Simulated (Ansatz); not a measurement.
# Ir under strain

Level of theory: DFT PBE, scalar-relativistic, plane waves, PAW in Ansatz. (420 eV cutoff, 18×18×14 k-mesh, Gaussian smearing of 0.10 eV, no spin polarisation)

Reference structure (relaxed):

```yaml
crystal:
  lattice:
    - [1.93533, 1.93533, 0.00000]
    - [-1.93533, 1.93533, 0.00000]
    - [0.00000, 0.00000, 3.87065]
  atoms:
    - { symbol: Ir, position: [0.00000, 0.00000, 0.00000] }
    - { symbol: Ir, position: [0.50000, 0.50000, 0.50000] }
```

Deformation: uniaxial strain along a, with the lengths of b and c and the atoms relaxed and the angles held, all within the symmetry that the strain leaves. Energies are extrapolated to zero smearing.

Spin–orbit coupling is left out, which can shift energies with elements as heavy as these.

| strain (%) | ΔE (meV/atom) | a (Å) | b (Å) | c (Å) |
| --- | --- | --- | --- | --- |
| -3.0 | 26.0 | 2.655 | 2.746 | 3.912 |
| -2.0 | 11.1 | 2.682 | 2.743 | 3.898 |
| -1.0 | 2.6 | 2.710 | 2.740 | 3.884 |
| +0.0 | 0.0 | 2.737 | 2.737 | 3.871 |
| +1.0 | 2.6 | 2.764 | 2.734 | 3.858 |
| +2.0 | 9.7 | 2.792 | 2.731 | 3.844 |
| +3.0 | 20.8 | 2.819 | 2.728 | 3.831 |

Problem. What stiffness (1/V) d²E/dε² at zero strain does a cubic fit over all points give?

Solution. A cubic fit gives (1/V) d²E/dε² = 575 GPa at zero strain (Young's modulus along this axis, angles held).

Problem. How does the free axis b answer a small strain?

Solution. Between the innermost points its strain is -0.11 times the applied one.